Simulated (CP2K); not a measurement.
Pb:

```
CELL_PARAMETERS angstrom
3.50021 0.00000 0.00000
1.75010 3.03127 0.00000
1.75010 1.01042 2.85791
ATOMIC_POSITIONS crystal
Pb 0.00000 0.00000 0.00000
```

Program: CP2K 2026.2. Alike in all runs: task band structure; no spin polarisation; cell as given; k mesh 9 × 9 × 9.

Problem. Order these runs on this cell by their pressure, lowest first.
A. level r2SCAN; potentials or basis POTENTIAL_UZH Pb GTH-SCAN-q4; TZVP-MOLOPT-SCAN-GTH basis; smearing fermi-dirac 0.05 eV; NGRIDS 5; basis sets Pb TZVP-MOLOPT-SCAN-GTH-q4; potentials Pb GTH-SCAN-q4 of POTENTIAL_UZH; points a segment of the path (NPOINTS) 10; bands added on the path 6
B. level PBE; potentials or basis POTENTIAL_UZH Pb GTH-PBE-q4; TZVP-MOLOPT-PBE-GTH basis; smearing fermi-dirac 0.01 eV; NGRIDS 4; basis sets Pb TZVP-MOLOPT-PBE-GTH-q4; potentials Pb GTH-PBE-q4 of POTENTIAL_UZH; points a segment of the path (NPOINTS) 8; bands added on the path 6
C. level LDA; potentials or basis GTH_POTENTIALS Pb GTH-PADE-q4; TZVP-MOLOPT-PBE-GTH basis; smearing fermi-dirac 0.0259 eV; NGRIDS 5; basis sets Pb TZVP-MOLOPT-PBE-GTH-q4; potentials Pb GTH-PADE-q4 of GTH_POTENTIALS; points a segment of the path (NPOINTS) 8; bands added on the path 2

Solution. C (-3.2 GPa), A (-0.3 GPa), B (3.3 GPa).

Caveats: the basis of atomic orbitals isn't converged, which shifts pressures, moduli and gaps.

Not every run made on this cell is shown here.
